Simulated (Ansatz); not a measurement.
Rows from a G0W0 calculation on InP (F-43m) (Ansatz 0.2.0; G0W0 on PBE, plane waves, PAW; PAW set soft_1; 6×6×6 mesh, 210 empty bands, screening to 150 eV, PAW set soft_1 files), in eV. Spin-orbit coupling is left out.

| row | Σx | Σc | Vxc | Z |
| --- | --- | --- | --- | --- |
| A | -10.33 | -3.73 | -14.07 | 0.76 |
| B | -7.12 | -4.36 | -11.56 | 0.75 |
| C | -16.66 | 1.11 | -15.07 | 0.74 |

Question: Which rows are filled states and which are empty ones, and how can one tell?

Filled: C. Empty: A and B. The sign of Σc tells: for a filled state bare exchange, which holds its interaction with itself, lies below Vxc (Σx − Vxc is -1.6 eV or lower here) and screening gives part back as a positive Σc. For an empty state Σx lies above Vxc (+3.7 eV or more) and the Coulomb hole leaves Σc negative.

[Runs of the session that timed out or met a known fault of the program may be left out.]

[Cells called generated may have been cut or substituted from an entry of the Crystallography Open Database or the Materials Project.]

[Hosts, paths, dates, database ids (printed as entryN), source tags and the programs' standing remarks are cut or masked in the printed files.]
